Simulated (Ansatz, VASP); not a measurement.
**One calculation of PbS, two programs**

The input INCAR:

```
SYSTEM = PbS
PREC = Accurate
ENCUT = 520
EDIFF = 1E-6
ISMEAR = 0
SIGMA = 0.05
LREAL = .False.
LASPH = .True.
NELM = 80
ALGO = Normal
ISIF = 2
LWAVE = .False.
LCHARG = .False.
GGA = PE
NBANDS = 17
```

The input KPOINTS:

```
Automatic mesh
0
Gamma
  8 8 8
  0 0 0
```

The input POSCAR:

```
PbS
1.0
    2.1126617058      1.2197458045      3.4519162518
   -2.1126617058      1.2197458045      3.4519162518
    0.0000000000     -2.4394916091      3.4519162518
Pb S
1 1
Direct
    0.9805657800      0.9805657800      0.9805657800
    0.4750355500      0.4750355500      0.4750355500
```

File input.yaml:

```yaml
crystal:
  lattice:
    - [2.1126617058, 1.2197458045, 3.4519162518]
    - [-2.1126617058, 1.2197458045, 3.4519162518]
    - [0.0, -2.4394916091, 3.4519162518]
  atoms:
    - { symbol: Pb, position: [0.98056578, 0.98056578, 0.98056578] }
    - { symbol: S, position: [0.47503555, 0.47503555, 0.47503555] }
hamiltonian:
  xc: pbe
  pseudopotentials: { kind: paw }
kpoints:
  mp_grid: { grid: [8, 8, 8] }
scf:
  occupations: { method: gaussian, width: 0.05 }
output:
  forces: true
  stress: true
  eigenvalues: true
```

The cell is a database's computed one.

Alike in both runs: task single point; functional PBE; k mesh 8 × 8 × 8; occupations gaussian, width 0.05 eV; no spin polarisation.

|  | VASP | Ansatz |
| --- | --- | --- |
| version | VASP 6.6.1 | Ansatz 0.2.0 |
| potentials or method | VASP PAW PBE potentials, release 54 (Pb_d, S) | Ansatz PAW |
| plane-wave cutoff (eV) | 520 | 420 |
| valence electrons in the cell | 20 | 20 |

Ansatz gave:

- gap on the k mesh at the Fermi level (eV): 0.45
- least direct gap on the mesh (eV): 0.45
- pressure (GPa): 0.9
- rms of the force components (eV/Å): 0.011

Task: What did VASP give for the same quantities?

Result: gap on the k mesh at the Fermi level (eV): 0.46; least direct gap on the mesh (eV): 0.46; pressure (GPa): 0.8; rms of the force components (eV/Å): 0.011.

Atom by atom the forces differ by 0.000 eV/Å (rms over components). With one functional, cell and mesh, what is left measures potentials, basis and numerics.

Caveats: spin-orbit coupling is left out, which as a rule narrows the gap of such compounds by several tenths of an eV. A k mesh can miss the band edges.
